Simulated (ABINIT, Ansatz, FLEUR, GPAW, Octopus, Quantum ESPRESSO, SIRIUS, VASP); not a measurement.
CaO: 10 runs at one level of theory

```
Ca O
1.0
     0.00000    2.40356    2.40356
     2.40356    0.00000    2.40356
     2.40356    2.40356    0.00000
Ca O
1 1
Cartesian
  0.0000 0.0000 0.0000
  2.4036 2.4036 2.4036
```

The cell is a database's computed one, not the measured one.

Alike in all runs: task single point; functional PBEsol; k mesh 10 × 10 × 10; occupations fermi-dirac, width 0.05 eV; no spin polarisation; no spin-orbit coupling. Pressure is positive in compression and, in plane waves, holds the error of the finite cutoff, which Ansatz's Pulay term estimates and takes out.

```tsv
program and potentials	plane-wave cutoff (eV)	notes	band gap (eV)	pressure (GPa)
Ansatz, Ansatz PAW	420	potentials made for PBE, which Ansatz adapts in part; Pulay term of +0.44 GPa included	3.56	-2.74
Ansatz, all-electron LAPW, scalar-relativistic	-	-	3.55	-2.73
FLEUR, all-electron, FLAPW	-	-	3.55	-
VASP, PBE PAW files Ca_sv, O, 520 eV	520	potentials made for PBE	3.53	-2.16
Quantum ESPRESSO, GBRV 1.5 PBEsol	612	-	3.56	-2.72
Octopus, pseudodojo_pbesol (PseudoDojo 0.4, PBEsol)	-	-	3.56	-
GPAW, PAW data sets generated for this functional	800	-	3.59	-2.07
SIRIUS, all-electron FP-LAPW, apw+lo standard	-	-	3.56	-
ABINIT, PseudoDojo NC SR PBEsol v0.4.1 standard	1143	-	3.56	-3.02
SIRIUS, PseudoDojo 0.4.1 PBEsol standard (scalar relativistic)	1152	-	3.56	-3.01
```

The band gap spans 3.53 (VASP, PBE PAW files Ca_sv, O, 520 eV) to 3.59 eV (GPAW, PAW data sets generated for this functional), with all-electron results at 3.55 to 3.56. The pressure spans -3.02 (ABINIT, PseudoDojo NC SR PBEsol v0.4.1 standard) to -2.07 GPa (GPAW, PAW data sets generated for this functional), with all-electron results at -2.73. The gap is indirect and read on the mesh alone.

Differences between rows come from potentials, basis sets and numerical settings, since the functional is the same but for its coding. Runs on potential files found faulty are left out.
